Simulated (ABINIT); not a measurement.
Runs of ABINIT 10.8.3 (patched build) on MnSb. It takes space group P6_3/mmc (No. 194, hexagonal). Conventional cell: a = 4.150 Å, b = 4.150 Å, c = 5.780 Å, α = 90.00°, β = 90.00°, γ = 120.00°. Around Sb (site symmetry -6m2) lie 6 Mn at 2.80 Å. Around Mn (site symmetry -3m) lie 6 Sb at 2.80 Å and 2 Mn at 2.89 Å. 

```csv
level,potentials or basis,k mesh,gap on the mesh (eV),moment (μB)
PBE,JTH PAW PBE v2.0,3 × 3 × 2,none,6.44
PBEsol,JTH PAW PBE v2.0,3 × 3 × 2,none,6.41
PBE,JTH PAW PBE v2.0,4 × 4 × 3,none,(a)
LDA,JTH PAW LDA v2.0,3 × 3 × 2,none,(b)
LDA,JTH PAW LDA v2.0,4 × 4 × 3,none,6.43
```

Alike in all rows: task single point; spin collinear, ferromagnetic start; cell as given; cutoff (eV) 463; smearing fermi-dirac 0.05 eV; the mesh is coarse, so values aren't converged.

Question: Fill in the values left out.

Answer: (a) 6.60; (b) 6.14.

Caveats: all runs use coarse meshes; only a ferromagnetic start was run, and an antiferromagnetic order may lie lower in energy.

A k mesh can miss the band edges, and the runs leave out spin-orbit coupling on Sb.

A gap of «none» marks a metal or a gap under the smearing width.

Not every run made on this cell is shown here.
